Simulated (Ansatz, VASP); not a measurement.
# Si in VASP and in Ansatz

```
Si
1.0
     5.44422    0.00000    0.00000
     0.00000    5.44422    0.00000
     0.00000    0.00000    5.44422
Si
8
Direct
  0.00000 0.00000 0.00000
  0.00000 0.50000 0.50000
  0.50000 0.00000 0.50000
  0.50000 0.50000 0.00000
  0.25000 0.25000 0.25000
  0.25000 0.75000 0.75000
  0.75000 0.25000 0.75000
  0.75000 0.75000 0.25000
```

Alike in both runs: functional r2SCAN; k mesh 6 × 6 × 6; no spin polarisation.

Ansatz relaxed the structure, and its values are those at the end. VASP's run is a single point on that final structure, the one shown.

|  | VASP | Ansatz |
| --- | --- | --- |
| version | VASP 6.6.1 | Ansatz 0.2.0 |
| potentials or method | VASP PAW PBE potentials, release 64 (Si) | scalar-relativistic, plane waves, PAW |
| plane-wave cutoff (eV) | 520 | 500 |
| occupations | gaussian, width 0.01 eV | fixed |
| valence electrons in the cell | 32 | 32 |

VASP gave:

```
gap on the k mesh at the Fermi level (eV) : 0.79
least direct gap on the mesh (eV)         : 0.93
pressure (GPa)                            : -0.2
```

Question: Estimate Ansatz's values.

Answer: gap on the k mesh at the Fermi level (eV): 0.77; least direct gap on the mesh (eV): 0.92; pressure (GPa): 0.0.

Caveats: the PAW data sets were made with another functional, which shifts forces and pressure a little (VASP). r2SCAN opens gaps a little over a GGA but as a rule still falls short of measured ones. A k mesh can miss the band edges.
